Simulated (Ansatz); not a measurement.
**GeSi: a single-point run**

The task is a single-point run on GeSi. The structure is shown as the input types it. The cell is built on a prototype (NiAs type) and needn't be the phase found in nature.

Computed with Ansatz 0.2.0 (density functional or hybrid calculation with the settings of its input, plane waves (as first typed), unless a step's input says otherwise).

5 further runs of the same task are left out: 2 for a known fault of the program, 3 that didn't finish.

### Step 1. Starting point

It takes space group P6_3/mmc (No. 194, hexagonal). The conventional cell has a = 3.686 Å, b = 3.686 Å, c = 6.131 Å, α = 90.00°, β = 90.00°, γ = 120.00°. Ge (site symmetry -3m) is surrounded by 6 Si at 2.62 Å. Si (site symmetry -6m2) has 6 Ge at 2.62 Å as nearest neighbours.

Structure file:

```cif
data_structure
_symmetry_space_group_name_H-M 'P6_3/mmc'
_symmetry_Int_Tables_number 194
_cell_length_a 3.6862
_cell_length_b 3.6862
_cell_length_c 6.1307
_cell_angle_alpha 90.000
_cell_angle_beta 90.000
_cell_angle_gamma 120.000
_cell_volume 72.15
loop_
_atom_site_label
_atom_site_type_symbol
_atom_site_symmetry_multiplicity
_atom_site_Wyckoff_symbol
_atom_site_fract_x
_atom_site_fract_y
_atom_site_fract_z
_atom_site_occupancy
Ge1 Ge 2 a 0.00000 0.00000 0.00000 1
Si1 Si 2 c 0.33333 0.66667 0.25000 1
```

### Step 2. The run

File input.yaml:

```yaml
crystal:
  lattice:
    - [3.6862437509, 0.0, 0.0]
    - [-1.8431218755, 3.1923807328, 0.0]
    - [0.0, 0.0, 6.1306785931]
  atoms:
    - { symbol: Ge, position: [0.0, 0.0, 0.0] }
    - { symbol: Ge, position: [0.0, 0.0, 0.5] }
    - { symbol: Si, position: [0.3333333333, 0.6666666667, 0.25] }
    - { symbol: Si, position: [0.6666666667, 0.3333333333, 0.75] }
kpoints:
  mp_grid: { grid: [6, 6, 4] }
hamiltonian:
  xc: pbe
scf:
  occupations: { method: fermi_dirac, width: 0.02 }
  n_extra_bands: 5
  max_iter: 69
output:
  forces: true
  stress: true
  eigenvalues: true
basis:
  ecutwfc: 160
```

Launch:

```
> ansatz run input.yaml --threads 4 --pin off --max-ram 3686MiB --backend cpu --events-out ev --progress --plain --runs-dir out
```

Q: Will this input give a usable result? If not, why, and what should change?

The run converged and reported no error, with warnings (cutoff below recommended). Its log warns: «basis.ecutwfc = 160 eV is below the records' recommended 420 eV ...»

In the input, basis.ecutwfc is 160. With so few plane waves the basis is incomplete by a wide margin. The potentials' recommended cutoff is 420 eV.

Run again and compare: delete basis.ecutwfc (the default then holds).
